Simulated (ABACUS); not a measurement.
NaCl:

```
Cl Na
1.0
     0.00000    2.79406    2.79406
     2.79406    0.00000    2.79406
     2.79406    2.79406    0.00000
Cl Na
1 1
Direct
  0.50000 0.50000 0.50000
  0.00000 0.00000 0.00000
```

The cell is a database's computed one.

Base run:

```yaml
Program: ABACUS 3.10.1
Functional: RPBE
Potentials_or_basis: SSSP 1.3 efficiency PBE
Cutoff: 748 eV
Density_cutoff: 5987 eV
Basis: plane waves
k_mesh: 6 × 6 × 6
Occupations: fermi-dirac, width 0.05 eV
Spin: no spin polarisation
```

Its results: band gap on the k mesh 5.55 eV, direct; pressure 3.6 GPa.

Problem. The run is repeated on the same cell with these changes: functional from RPBE to WC; potentials or basis from SSSP 1.3 efficiency PBE to PseudoDojo NC SR 0.5 PBE standard; cutoff from 748 eV to 1211 eV; density cutoff from 5987 eV to 4844 eV. What comes out?

Solution. Band gap on the k mesh 5.07 eV, direct; pressure 0.5 GPa.

Caveats: the potentials were made for another functional, which shifts forces and pressure.

